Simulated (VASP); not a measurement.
# TaN (P6_3/mmc) in VASP: further runs

One crystal, TaN, is run at these levels: LDA+U; tasks: single point.

Everything below comes from runs of VASP 6.6.1. Logs are shortened: lines on timing, memory, paths and dates and some standing lists are left out, and cuts for length are marked.

## (1) The crystal as given

Symmetry: P6_3/mmc, No. 194, hexagonal system. Conventional cell: a = 3.048 Å, b = 3.048 Å, c = 4.918 Å, α = 90.00°, β = 90.00°, γ = 120.00°. Ta (site symmetry -3m) has 6 N at 2.15 Å and 2 Ta at 2.46 Å as nearest neighbours. N (site symmetry -6m2) is surrounded by 6 Ta at 2.15 Å.

## (2) Single point, LDA+U, collinear spin, typed start

Contents of INCAR:

```
PREC = Accurate
ENCUT = 520
EDIFF = 1E-6
ISMEAR = 0
SIGMA = 0.05
LREAL = False
LASPH = True
NELM = 150
ALGO = Normal
ISIF = 2
LWAVE = False
LCHARG = False
ISPIN = 2
MAGMOM = 2 2 0 0
LORBIT = 11
LMAXMIX = 4
LDAU = True
LDAUTYPE = 2
LDAUL = 2 -1
LDAUU = 1 0
LDAUJ = 0 0
LDAUPRINT = 1
GGA = CA
NBANDS = 28
```

Contents of KPOINTS:

```
Automatic mesh
0
Gamma
  7 7 4
```

Contents of POSCAR:

```
TaN
1.0
    3.0480018400      0.0000000000      0.0000000000
   -1.5240009200      2.6396470300      0.0000000000
    0.0000000000      0.0000000000      4.9179997800
Ta N
2 2
Direct
    0.0000000000      0.0000000000      0.0000000000
    0.0000000000      0.0000000000      0.5000000000
    0.3333333333      0.6666666667      0.2500000000
    0.6666666667      0.3333333333      0.7500000000
```

Potentials or basis: VASP PAW LDA potentials, release 64 (Ta_pv, N).

Started as:

```console
$ cat potpaw_LDA.64/Ta_pv/POTCAR potpaw_LDA.64/N/POTCAR > POTCAR
$ mpirun -np 1 vasp_std > vasp.out
```

OUTCAR:

```text
PREC = Accurate
   ENCUT = 520
   EDIFF = 1E-6
   ISMEAR = 0
   LREAL = False
   LASPH = True
   NELM = 150
   ISIF = 2
   ISPIN = 2
   LORBIT = 11
   GGA = CA

 ion  position               nearest neighbor table
   1  0.000  0.000  0.000-   3 2.15   4 2.15   4 2.15   3 2.15   4 2.15   3 2.15   2 2.46   2 2.46

   2  0.000  0.000  0.500-   3 2.15   4 2.15   4 2.15   3 2.15   4 2.15   3 2.15   1 2.46   1 2.46

   3  0.333  0.667  0.250-   1 2.15   2 2.15   1 2.15   2 2.15   1 2.15   2 2.15
   4  0.667  0.333  0.750-   1 2.15   2 2.15   1 2.15   2 2.15   1 2.15   2 2.15

  LATTYP: Found a hexagonal cell.
 ALAT       =     3.0480018400
 C/A-ratio  =     1.6135160142

  Lattice vectors:

 A1 = (   3.0480018400,   0.0000000000,   0.0000000000)
 A2 = (  -1.5240009200,   2.6396470300,   0.0000000000)
 A3 = (   0.0000000000,   0.0000000000,   4.9179997800)

Analysis of symmetry for initial positions (statically):
=====================================================================
 Subroutine PRICEL returns:
 Original cell was already a primitive cell.

 Routine SETGRP: Setting up the symmetry group for a
 hexagonal supercell.

 Subroutine GETGRP returns: Found 24 space group operations
 (whereof 12 operations were pure point group operations)
 out of a pool of 24 trial point group operations.

The static configuration has the point symmetry D_3d.
 The point group associated with its full space group is D_6h.

Analysis of symmetry for dynamics (positions and initial velocities):
=====================================================================
 Subroutine PRICEL returns:
 Original cell was already a primitive cell.

 Routine SETGRP: Setting up the symmetry group for a
 hexagonal supercell.

 Subroutine GETGRP returns: Found 24 space group operations
 (whereof 12 operations were pure point group operations)
 out of a pool of 24 trial point group operations.

The dynamic configuration has the point symmetry D_3d.
 The point group associated with its full space group is D_6h.

Analysis of structural, dynamic, and magnetic symmetry:
=====================================================================
 Subroutine PRICEL returns:
 Original cell was already a primitive cell.

 Routine SETGRP: Setting up the symmetry group for a
 hexagonal supercell.

 Subroutine GETGRP returns: Found 24 space group operations
 (whereof 12 operations were pure point group operations)
 out of a pool of 24 trial point group operations.

The overall configuration has the point symmetry D_3d.
 The point group associated with its full space group is D_6h.

 Subroutine INISYM returns: Found 24 space group operations
 (whereof 12 operations are pure point group operations),
 and found     1 'primitive' translations

----------------------------------------------------------------------------------------

                                     Primitive cell

  volume of cell :      39.5685

  direct lattice vectors                    reciprocal lattice vectors
     3.048001840  0.000000000  0.000000000     0.328083791  0.189419265  0.000000000
    -1.524000920  2.639647030  0.000000000     0.000000000  0.378838530  0.000000000
     0.000000000  0.000000000  4.917999780     0.000000000  0.000000000  0.203334698

  length of vectors
     3.048001840  3.048001845  4.917999780     0.378838530  0.378838530  0.203334698

  position of ions in fractional coordinates (direct lattice)
     0.000000000  0.000000000  0.000000000
     0.000000000  0.000000000  0.500000000
     0.333333333  0.666666667  0.250000000
     0.666666667  0.333333333  0.750000000

  ion indices of the primitive-cell ions
   primitive index   ion index
                 1           1
                 2           2
                 3           3
                 4           4

----------------------------------------------------------------------------------------
[... 96 lines left out ...]
   U (eV)           for each species LDAUU =   1.0  0.0
   J (eV)           for each species LDAUJ =   0.0  0.0
   GGA     = CA    functional components
   LHFCALC =     F    Hartree Fock is set to
   AEXX    =    0.0000 exact exchange contribution
   IVDW    =     0    specifies the selected vdW correction
   LEPSILON=     F    determine dielectric tensor
   LRPA    =     F    only Hartree local field effects (RPA)
 spin polarized calculation
 Gauss-broadening in eV      SIGMA  =   0.05
  energy-cutoff  :      520.00
  volume of cell :       39.57
 maximum number of plane-waves:      1087
 NGX is ok and might be reduce to    24
   NGX = 11   NGY = 11   NGZ = 19

 number of electron      32.0000002 magnetization      -0.0311824

atom =   1  type =  1  l = 2

 onsite density matrix

spin component  1

  0.2363  0.0000  0.0000  0.0101  0.0000
  0.0000  0.2682  0.0000 -0.0000  0.0101
  0.0000  0.0000  0.3767  0.0000  0.0000
  0.0101 -0.0000  0.0000  0.2682 -0.0000
  0.0000  0.0101  0.0000 -0.0000  0.2363

spin component  2

  0.2363  0.0000  0.0000  0.0101  0.0000
  0.0000  0.2682  0.0000 -0.0000  0.0101
  0.0000  0.0000  0.3767  0.0000  0.0000
  0.0101 -0.0000  0.0000  0.2682 -0.0000
  0.0000  0.0101  0.0000 -0.0000  0.2363

 occupancies and eigenvectors

  o =  0.2334  v =  0.0000  0.0000  0.0000  0.0000  0.0000  0.9604  0.0000  0.0000 -0.2787 -0.0000      0.0000  0.0000  0.0000  0.0000  0.0000  0.0000  0.0000  0.0000  0.0000  0.0000
  o =  0.2334  v =  0.0000  0.0000  0.0000  0.0000  0.0000 -0.0000  0.2787  0.0000  0.0000 -0.9604      0.0000  0.0000  0.0000  0.0000  0.0000  0.0000  0.0000  0.0000  0.0000  0.0000
  o =  0.2334  v =  0.9604  0.0000  0.0000 -0.2787 -0.0000  0.0000  0.0000  0.0000  0.0000  0.0000      0.0000  0.0000  0.0000  0.0000  0.0000  0.0000  0.0000  0.0000  0.0000  0.0000
  o =  0.2334  v = -0.0000  0.2787  0.0000  0.0000 -0.9604  0.0000  0.0000  0.0000  0.0000  0.0000      0.0000  0.0000  0.0000  0.0000  0.0000  0.0000  0.0000  0.0000  0.0000  0.0000
  o =  0.2711  v = -0.2787 -0.0000  0.0000 -0.9604 -0.0000  0.0000  0.0000  0.0000  0.0000  0.0000      0.0000  0.0000  0.0000  0.0000  0.0000  0.0000  0.0000  0.0000  0.0000  0.0000
  o =  0.2711  v = -0.0000  0.9604 -0.0000 -0.0000  0.2787  0.0000  0.0000  0.0000  0.0000  0.0000      0.0000  0.0000  0.0000  0.0000  0.0000  0.0000  0.0000  0.0000  0.0000  0.0000
  o =  0.2711  v =  0.0000  0.0000  0.0000  0.0000  0.0000 -0.2787 -0.0000  0.0000 -0.9604 -0.0000      0.0000  0.0000  0.0000  0.0000  0.0000  0.0000  0.0000  0.0000  0.0000  0.0000
  o =  0.2711  v =  0.0000  0.0000  0.0000  0.0000  0.0000 -0.0000  0.9604 -0.0000 -0.0000  0.2787      0.0000  0.0000  0.0000  0.0000  0.0000  0.0000  0.0000  0.0000  0.0000  0.0000
  o =  0.3767  v =  0.0000  0.0000  1.0000  0.0000  0.0000  0.0000  0.0000  0.0000  0.0000  0.0000      0.0000  0.0000  0.0000  0.0000  0.0000  0.0000  0.0000  0.0000  0.0000  0.0000
  o =  0.3767  v =  0.0000  0.0000  0.0000  0.0000  0.0000  0.0000  0.0000  1.0000  0.0000  0.0000      0.0000  0.0000  0.0000  0.0000  0.0000  0.0000  0.0000  0.0000  0.0000  0.0000

atom =   2  type =  1  l = 2

 onsite density matrix

spin component  1

  0.2363 -0.0000  0.0000 -0.0101  0.0000
 -0.0000  0.2682 -0.0000 -0.0000 -0.0101
  0.0000 -0.0000  0.3767 -0.0000  0.0000
 -0.0101 -0.0000 -0.0000  0.2682  0.0000
  0.0000 -0.0101  0.0000  0.0000  0.2363

spin component  2

  0.2363 -0.0000  0.0000 -0.0101  0.0000
 -0.0000  0.2682 -0.0000 -0.0000 -0.0101
  0.0000 -0.0000  0.3767 -0.0000  0.0000
 -0.0101 -0.0000 -0.0000  0.2682  0.0000
  0.0000 -0.0101  0.0000  0.0000  0.2363

 occupancies and eigenvectors

  o =  0.2334  v =  0.0000  0.0000  0.0000  0.0000  0.0000  0.9604 -0.0000  0.0000  0.2787 -0.0000      0.0000  0.0000  0.0000  0.0000  0.0000  0.0000  0.0000  0.0000  0.0000  0.0000
  o =  0.2334  v =  0.0000  0.0000  0.0000  0.0000  0.0000  0.0000  0.2787 -0.0000  0.0000  0.9604      0.0000  0.0000  0.0000  0.0000  0.0000  0.0000  0.0000  0.0000  0.0000  0.0000
  o =  0.2334  v =  0.9604 -0.0000  0.0000  0.2787 -0.0000  0.0000  0.0000  0.0000  0.0000  0.0000      0.0000  0.0000  0.0000  0.0000  0.0000  0.0000  0.0000  0.0000  0.0000  0.0000
  o =  0.2334  v =  0.0000  0.2787 -0.0000  0.0000  0.9604  0.0000  0.0000  0.0000  0.0000  0.0000      0.0000  0.0000  0.0000  0.0000  0.0000  0.0000  0.0000  0.0000  0.0000  0.0000
  o =  0.2711  v =  0.2787 -0.0000 -0.0000 -0.9604  0.0000  0.0000  0.0000  0.0000  0.0000  0.0000      0.0000  0.0000  0.0000  0.0000  0.0000  0.0000  0.0000  0.0000  0.0000  0.0000
  o =  0.2711  v =  0.0000  0.9604  0.0000 -0.0000 -0.2787  0.0000  0.0000  0.0000  0.0000  0.0000      0.0000  0.0000  0.0000  0.0000  0.0000  0.0000  0.0000  0.0000  0.0000  0.0000
  o =  0.2711  v =  0.0000  0.0000  0.0000  0.0000  0.0000  0.2787 -0.0000 -0.0000 -0.9604  0.0000      0.0000  0.0000  0.0000  0.0000  0.0000  0.0000  0.0000  0.0000  0.0000  0.0000
  o =  0.2711  v =  0.0000  0.0000  0.0000  0.0000  0.0000  0.0000  0.9604  0.0000 -0.0000 -0.2787      0.0000  0.0000  0.0000  0.0000  0.0000  0.0000  0.0000  0.0000  0.0000  0.0000
  o =  0.3767  v = -0.0000  0.0000 -1.0000  0.0000 -0.0000  0.0000  0.0000  0.0000  0.0000  0.0000      0.0000  0.0000  0.0000  0.0000  0.0000  0.0000  0.0000  0.0000  0.0000  0.0000
  o =  0.3767  v =  0.0000  0.0000  0.0000  0.0000  0.0000 -0.0000  0.0000 -1.0000  0.0000 -0.0000      0.0000  0.0000  0.0000  0.0000  0.0000  0.0000  0.0000  0.0000  0.0000  0.0000

 number of electron      32.0000002 magnetization       0.0000583

 Free energy of the ion-electron system (eV)
  ---------------------------------------------------
  ext. energy  EPLUGINS =         0.00000000
  ---------------------------------------------------
  free energy    TOTEN  =       -44.35519108 eV

  energy without entropy =      -44.35196395  energy(sigma->0) =      -44.35357752

 E-fermi :   9.8904     XC(G=0): -13.9761

 val. band max:        9.8809236720   @ k =   0.0000   0.0000   0.5000
 cond. band min:       9.9023088016   @ k =   0.4286   0.1429   0.2500
 fundamental gap:      0.0213851295
 Fermi energy:         9.8903620663

 spin component 1

 k-point     1 :       0.0000    0.0000    0.0000
  band No.  band energies     occupation
      1     -27.3137      1.00000
      2     -25.4409      1.00000
      3     -25.4409      1.00000
      4     -25.0589      1.00000
      5     -25.0589      1.00000
      6     -24.2412      1.00000
[... 733 lines left out ...]
     27      20.8107      0.00000
     28      20.8107      0.00000
 Fermi energy:         9.8903620663

 spin component 2

 k-point     1 :       0.0000    0.0000    0.0000
  band No.  band energies     occupation
      1     -27.3137      1.00000
      2     -25.4409      1.00000
      3     -25.4409      1.00000
      4     -25.0588      1.00000
      5     -25.0588      1.00000
      6     -24.2412      1.00000
[... 733 lines left out ...]
     27      20.8107      0.00000
     28      20.8107      0.00000

------------------------ aborting loop because EDIFF is reached ----------------------------------------

  FORCE on cell =-STRESS in cart. coord.  units (eV):
  Direction    XX          YY          ZZ          XY          YZ          ZX
  --------------------------------------------------------------------------------------
  -------------------------------------------------------------------------------------
  Total        4.5796245      4.5796245     25.6385795      0.0000000      0.0000000      0.0000000
  in kB      185.4346383    185.4346391   1038.1376807      0.0000000      0.0000000      0.0000000
  external PRESSURE =     469.6689860 kB  Pullay stress =       0.0000000 kB

 VOLUME and BASIS-vectors are now :
 -----------------------------------------------------------------------------
  energy-cutoff  :      520.00
  volume of cell :       39.57
      direct lattice vectors                 reciprocal lattice vectors
     3.048001840  0.000000000  0.000000000     0.328083791  0.189419265  0.000000000
    -1.524000920  2.639647030  0.000000000     0.000000000  0.378838530  0.000000000
     0.000000000  0.000000000  4.917999780     0.000000000  0.000000000  0.203334698

 POSITION                                       TOTAL-FORCE (eV/Angst)
 -----------------------------------------------------------------------------------
      0.00000      0.00000      0.00000        -0.000000      0.000000      0.000000
      0.00000      0.00000      2.45900        -0.000000      0.000000      0.000000
     -0.00000      1.75976      1.22950        -0.000000     -0.000000      0.000000
      1.52400      0.87988      3.68850         0.000000      0.000000      0.000000
 -----------------------------------------------------------------------------------
    total drift:                               -0.000000      0.000000      0.000000

  FREE ENERGIE OF THE ION-ELECTRON SYSTEM (eV)
  ---------------------------------------------------
  free  energy   TOTEN  =       -44.3551910834 eV

  energy  without entropy=      -44.3519639473  energy(sigma->0) =      -44.35357752

 total charge

# of ion       s       p       d       tot
------------------------------------------
    1        0.333   6.300   2.712   9.345
    2        0.333   6.300   2.712   9.345
    3        1.225   2.565   0.000   3.790
    4        1.225   2.565   0.000   3.790
--------------------------------------------------
tot          3.117  17.731   5.424  26.271

 magnetization (x)

# of ion       s       p       d       tot
------------------------------------------
    1        0.000  -0.000   0.000   0.000
    2        0.000  -0.000   0.000   0.000
    3       -0.000  -0.000   0.000  -0.000
    4       -0.000  -0.000   0.000  -0.000
--------------------------------------------------
tot          0.000  -0.000   0.000   0.000
```

Run time: 20 s. Hardware: 1 thread of Intel Xeon 6975P-C (Granite Rapids), shared host; peak memory 0.17 GiB.

Results:

| Property | Result |
| --- | --- |
| Free energy | -44.3552 eV |
| Pressure | 47.0 GPa |
| Band gap on the k mesh | none (metal or under the smearing width) |
| Net moment | 0.00 μB per cell |
| Valence electrons inside the program's atomic spheres | Ta 9.35; N 3.79 |

Eigenvalues of the final occupation matrices:
```
    site  spin  trace               eigenvalues
site 1 d     1   1.39  0.23 0.23 0.27 0.27 0.38
site 1 d     2   1.39  0.23 0.23 0.27 0.27 0.38
site 2 d     1   1.39  0.23 0.23 0.27 0.27 0.38
site 2 d     2   1.39  0.23 0.23 0.27 0.27 0.38
```

Caveat: a pressure of tens of GPa on the cell as given is suspect, and the run, the potentials or the cell itself is likely at fault. The state reached can hang on the start; a lower one may exist.

## (3) Single point, LDA+U, collinear spin, zero start

Contents of INCAR:

```
PREC     = Accurate       # precision mode
ENCUT    = 520            # plane-wave cutoff, eV
EDIFF    = 1E-6           # SCF threshold, eV
ISMEAR   = 0              # smearing method
SIGMA    = 0.05           # smearing width, eV
LREAL    = False          # projectors in reciprocal space
LASPH    = True           # aspherical terms in the spheres
NELM     = 150            # most SCF steps
ALGO     = Normal         # electronic algorithm
ISIF     = 2              # what is computed and relaxed
LWAVE    = False          # write WAVECAR
LCHARG   = False          # write CHGCAR
ISPIN    = 2              # spin polarisation
MAGMOM   = 0 0 0 0        # initial moments
LORBIT   = 11             # projections on sites
LMAXMIX  = 4              # l up to which the mixer works
LDAU     = True           # DFT+U
LDAUTYPE = 2            
LDAUL    = 2 -1           # shell
LDAUU    = 1 0            # U, eV
LDAUJ    = 0 0          
LDAUPRINT= 1            
NBANDS   = 28             # bands
```

Contents of KPOINTS:

```
regular mesh
0
Gamma
  7 7 4
```

POSCAR is that of step 2.

Potentials or basis: VASP PAW LDA potentials, release 64 (Ta_pv, N).

Started as:

```console
$ cat potpaw_LDA.64/Ta_pv/POTCAR potpaw_LDA.64/N/POTCAR > POTCAR
$ mpirun -np 1 vasp_std > vasp.out
```

It took 18 s on 1 thread of Intel Xeon 6975P-C (Granite Rapids), shared host; peak memory 0.17 GiB.

The run converged. Its results:

```
Free energy                                           : -44.3552 eV
Pressure                                              : 47.0 GPa
Band gap on the k mesh                                : none (metal or under the smearing width)
Net moment                                            : 0.00 μB per cell
Valence electrons inside the program's atomic spheres : Ta 9.35; N 3.79
```

Stress tensor (GPa, compression positive):
```
 18.54   0.00   0.00
  0.00  18.54   0.00
  0.00   0.00 103.81
```

Levels at points of the mesh, in eV from the Fermi level:
Spin up:
| k point | band 12 | band 13 | band 14 | band 15 | band 16 | band 17 | band 18 | band 19 | band 20 | band 21 |
| --- | --- | --- | --- | --- | --- | --- | --- | --- | --- | --- |
| (0.00, 0.00, 0.00) | -5.33 | -3.65 | -3.65 | -3.63 | -1.86 | -1.86 | -0.61 | -0.61 | 2.91 | 4.34 |
| (0.00, 0.00, 0.50) | -6.38 | -6.38 | -6.38 | -0.01 | -0.01 | 0.02 | 0.02 | 0.02 | 0.02 | 4.63 |
Spin down:
```tsv
k point	band 12	band 13	band 14	band 15	band 16	band 17	band 18	band 19	band 20	band 21
(0.00, 0.00, 0.00)	-5.33	-3.65	-3.65	-3.63	-1.86	-1.86	-0.61	-0.61	2.91	4.34
(0.00, 0.00, 0.50)	-6.38	-6.38	-6.38	-0.01	-0.01	0.02	0.02	0.02	0.02	4.63
```

Eigenvalues of the final occupation matrices:
```
    site  spin  trace               eigenvalues
site 1 d     1   1.39  0.23 0.23 0.27 0.27 0.38
site 1 d     2   1.39  0.23 0.23 0.27 0.27 0.38
site 2 d     1   1.39  0.23 0.23 0.27 0.27 0.38
site 2 d     2   1.39  0.23 0.23 0.27 0.27 0.38
```

Caveat: a pressure of tens of GPa on the cell as given is suspect, and the run, the potentials or the cell itself is likely at fault.
